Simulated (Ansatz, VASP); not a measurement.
## Two plane-wave programs on P

```
CELL_PARAMETERS angstrom
1.68225 0.97125 2.74821
-1.68225 0.97125 2.74821
0.00000 -1.94249 2.74821
ATOMIC_POSITIONS crystal
P 0.24276 0.24276 0.24276
P 0.75724 0.75724 0.75724
```

Alike in both runs: functional PBE; dispersion D3(BJ); k mesh 15 × 15 × 15; occupations gaussian, width 0.1 eV; no spin polarisation.

Ansatz relaxed the structure, and its values are those at the end. VASP's run is a single point on that final structure, the one shown.

```csv
,VASP,Ansatz
version,VASP 6.6.1,Ansatz 0.2.0
potentials or method,"VASP PAW PBE potentials, release 64 (P)","scalar-relativistic, plane waves, PAW"
plane-wave cutoff (eV),520,420
valence electrons in the cell,10,10
```

|  | VASP | Ansatz | Ansatz less VASP |
| --- | --- | --- | --- |
| gap on the k mesh at the Fermi level (eV) | none | none | - |
| pressure (GPa) | 5.8 | 6.2 | +0.39 |
| rms of the force components (eV/Å) | 0.014 | 0.001 | -0.0129 |

A gap of «none» marks a metal or a gap that the smearing closes.

Caveats: pairwise dispersion overbinds metals, which lowers pressure and volume.
